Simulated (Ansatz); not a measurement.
System: KBr (rock salt type), 2 atoms in the cell.

```
K Br
1.0
     0.00000    3.35000    3.35000
     3.35000    0.00000    3.35000
     3.35000    3.35000    0.00000
K Br
1 1
Cartesian
  0.0000 0.0000 0.0000
  3.3500 3.3500 3.3500
```

Theory: PBE with spin–orbit coupling, all-electron LAPW, point nucleus in Ansatz 0.2.0 development build.

k-mesh 6×6×6 Γ-centred; Fermi–Dirac smearing of 0.02 eV.

**Question.** How large is the gap on this mesh, is it direct, and where do the band edges lie (fractions of the reciprocal vectors of this cell)?

**Answer.** 4.16 eV, direct at (0.000, 0.000, 0.000).

**Question.** List the levels near the gap at (0.000, 0.000, 0.000), (0.000, 0.000, 0.333), (0.000, 0.167, 0.167), (0.000, 0.167, -0.500), (0.000, 0.167, -0.167), in eV from the top of the valence band (v1 is the highest filled band, c1 the lowest empty one).

**Answer.** 
```csv
k,v4,v3,v2,v1,c1,c2,c3
"(0.000, 0.000, 0.000)",0.00,0.00,0.00,0.00,4.16,4.16,7.43
"(0.000, 0.000, 0.333)",-0.48,-0.48,-0.24,-0.24,5.90,5.90,7.45
"(0.000, 0.167, 0.167)",-0.26,-0.26,-0.08,-0.08,4.93,4.93,6.83
"(0.000, 0.167, -0.500)",-0.59,-0.59,-0.34,-0.34,6.53,6.53,7.52
"(0.000, 0.167, -0.167)",-0.40,-0.40,-0.19,-0.19,5.56,5.56,7.08
```

Semilocal functionals give gaps that mostly lie well below measured ones.
